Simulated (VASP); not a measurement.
A run of VASP 6.6.1 is set up as follows.

INCAR

```
SYSTEM = Sb2Pt
PREC = Accurate
ENCUT = 600
EDIFF = 1E-6
ISMEAR = 1
SIGMA = 0.1
LREAL = .FALSE.
LASPH = .TRUE.
NELM = 80
ALGO = Normal
ISIF = 3
LWAVE = .FALSE.
LCHARG = .FALSE.
GGA = PE
IVDW = 12
IBRION = 2
NSW = 90
EDIFFG = -0.01
KPAR = 4
```

The input KPOINTS:

```
regular mesh
0
G
  6 6 6
  0 0 0
```

File POSCAR:

```
Sb2Pt
1.0
    6.4423000000      0.0000000000      0.0000000000
    0.0000000000      6.4423000000      0.0000000000
    0.0000000000      0.0000000000      6.4423000000
Sb Pt
8 4
Direct
    0.3753000000      0.3753000000      0.3753000000
    0.1247000000      0.6247000000      0.8753000000
    0.8753000000      0.1247000000      0.6247000000
    0.6247000000      0.8753000000      0.1247000000
    0.6247000000      0.6247000000      0.6247000000
    0.8753000000      0.3753000000      0.1247000000
    0.1247000000      0.8753000000      0.3753000000
    0.3753000000      0.1247000000      0.8753000000
    0.0000000000      0.0000000000      0.0000000000
    0.5000000000      0.0000000000      0.5000000000
    0.5000000000      0.5000000000      0.0000000000
    0.0000000000      0.5000000000      0.5000000000
```

Potentials or basis: VASP PAW PBE potentials, release 64 (Sb, Pt).

Command:

```console
$ cat potpaw_PBE.64/Sb/POTCAR potpaw_PBE.64/Pt/POTCAR > POTCAR
$ mpirun -np 4 vasp_std > vasp.out
```

**Question.** Predict the relaxed volume.

**Answer.** 22.55 Å³/atom.

**Question.** Estimate the space group after relaxing (to 0.05 Å).

**Answer.** Pa-3 (No. 205).

**Question.** Estimate the dispersion energy per atom.

**Answer.** -0.595 eV.

The path:
```
step  energy change (eV)  largest force (eV/Å)  pressure (GPa)  volume (Å³)
   1              0.0000                0.1433            1.48       267.38
   2              0.0129                0.0013           -2.04       275.41
   3             -0.0171                0.0777           -0.07       270.79
   4             -0.0171                0.0764           -0.11       270.86
   5             -0.0186                0.0237           -0.04       270.67
   6             -0.0188                0.0017           -0.04       270.59
```

Caveat: pairwise dispersion overbinds metals, which lowers pressure and volume. Zero-point motion and thermal expansion aren't in these numbers.
